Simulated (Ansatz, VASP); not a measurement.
**Two plane-wave programs on Mo**

INCAR

```
SYSTEM = Mo
PREC = Accurate ; ENCUT = 520
EDIFF = 1E-8 ; ISMEAR = -1
SIGMA = 0.03 ; LREAL = .FALSE.
LASPH = .TRUE. ; NELM = 100
ALGO = Normal ; ISIF = 2
LWAVE = .FALSE. ; LCHARG = .FALSE.
GGA = PE ; LEFG = .TRUE.
NBANDS = 13
```

The input KPOINTS:

```
Automatic mesh
0
G
  16 16 16
  0 0 0
```

POSCAR

```
Mo
1.0
   -1.6008091059      1.6008091059      1.6008091059
    1.6008091059     -1.6008091059      1.6008091059
    1.6008091059      1.6008091059     -1.6008091059
Mo
1
Direct
    0.0000000000      0.0000000000      0.0000000000
```

Input for Ansatz:

```yaml
crystal:
  lattice:
    - [-1.6008091059, 1.6008091059, 1.6008091059]
    - [1.6008091059, -1.6008091059, 1.6008091059]
    - [1.6008091059, 1.6008091059, -1.6008091059]
  atoms:
    - { symbol: Mo, position: [0.0, 0.0, 0.0] }
kpoints:
  mp_grid: { grid: [16, 16, 16] }
scf:
  occupations: { method: fermi_dirac, width: 0.03 }
hamiltonian:
  xc: pbe
  pseudopotentials: { kind: paw }
output:
  forces: true
  stress: true
  eigenvalues: true
  efg: { contact_densities: true }
```

Change from the starting cell: volume scaled by 1.04, PAW files.

Alike in both runs: task electric field gradients; functional PBE; k mesh 16 × 16 × 16; occupations fermi-dirac, width 0.03 eV; no spin polarisation.

|  | VASP | Ansatz |
| --- | --- | --- |
| version | VASP 6.6.1 | Ansatz 0.2.0 |
| potentials or method | VASP PAW PBE potentials, release 64 (Mo_sv) | PAW with Ansatz's default frozen-core files, scalar-relativistic |
| plane-wave cutoff (eV) | 520 | 420 |
| valence electrons in the cell | 14 | 14 |

```tsv
	VASP	Ansatz	Ansatz less VASP
pressure (GPa)	-9.0	-9.4	-0.43
Vzz of the field gradient on the site that differs most (V/Å²)	0.0	0.0	0.00
```

Ansatz warned: «gradients_without_spin_orbit».
